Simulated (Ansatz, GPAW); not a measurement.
Given: the input of a run of Ansatz 0.2.0 on GaAs. 

input.yaml

```yaml
crystal:
  lattice:
    - [0.0, 2.82685, 2.82685]
    - [2.82685, 0.0, 2.82685]
    - [2.82685, 2.82685, 0.0]
  atoms:
    - { symbol: As, position: [0.75, 0.75, 0.75] }
    - { symbol: Ga, position: [0.0, 0.0, 0.0] }
kpoints:
  mp_grid: { grid: [8, 8, 8] }
scf:
  occupations: { method: gaussian, width: 0.03 }
hamiltonian:
  xc: pbe
  pseudopotentials: { kind: all_electron, lapw: { basis_error: 0.001 } }
output:
  forces: true
  stress: true
  eigenvalues: true
```

Potentials or basis: all-electron LAPW, scalar-relativistic.

Launch:

```bash
$ ansatz run input.yaml --threads 1 --pin off --max-ram 3072MiB --backend cpu --events-out ev --progress --plain --runs-dir out
```

Task: Set up the same calculation for GPAW 26.7.0 (ASE script). Potentials or basis there: GPAW PAW data sets (gpaw-data 1.2.1), cutoff 600 eV.

Result: As run (cutoffs and basis follow the program's own potentials, and thresholds, step limits or extra output files can differ):

Contents of run.py:

```python
from ase.dft.bandgap import bandgap
from ase.io import read, write
from ase.units import GPa
from gpaw import GPAW, PW

atoms = read('GaAs.xyz')

calc = GPAW(mode=PW(600),
            xc='PBE',
            kpts={'size': (8, 8, 8), 'gamma': True},
            occupations={'name': 'methfessel-paxton', 'order': 0, 'width': 0.03},
            nbands=11,
            convergence={'density': 1e-05, 'energy': 1e-05},
            maxiter=150,
            txt='gpaw.txt')
atoms.calc = calc
energy = atoms.get_potential_energy()
forces = atoms.get_forces()
stress = atoms.get_stress()
calc.write('gs.gpw')
write('result.traj', atoms)
print(f'Energy: {energy:.6f} eV')
print('Forces (eV/A):')
print(forces.round(4))
print('Stress (GPa):', (stress / GPa).round(3))
print('Fermi level:', round(calc.get_fermi_level(), 4), 'eV')
print(f'Gap: {bandgap(calc)[0]:.4f} eV, direct: {bandgap(calc, direct=True)[0]:.4f} eV')
```

Contents of GaAs.xyz:

```xyz
2
Lattice="0.0000000000 2.8268500000 2.8268500000 2.8268500000 0.0000000000 2.8268500000 2.8268500000 2.8268500000 0.0000000000" Properties=species:S:1:pos:R:3 pbc="T T T"
As     4.2402750000      4.2402750000      4.2402750000
Ga     0.0000000000      0.0000000000      0.0000000000
```

Potentials or basis: GPAW PAW data sets (gpaw-data 1.2.1), pw.

Launch:

```bash
$ OMP_NUM_THREADS=1 python run.py
```

Both were run:

|  | Ansatz | GPAW |
| --- | --- | --- |
| Pressure | 3.3 GPa | 4.3 GPa |

Where Ansatz's input types no cutoff or centring, it takes its own default and a Γ-centred mesh.

Pressure is positive in compression.
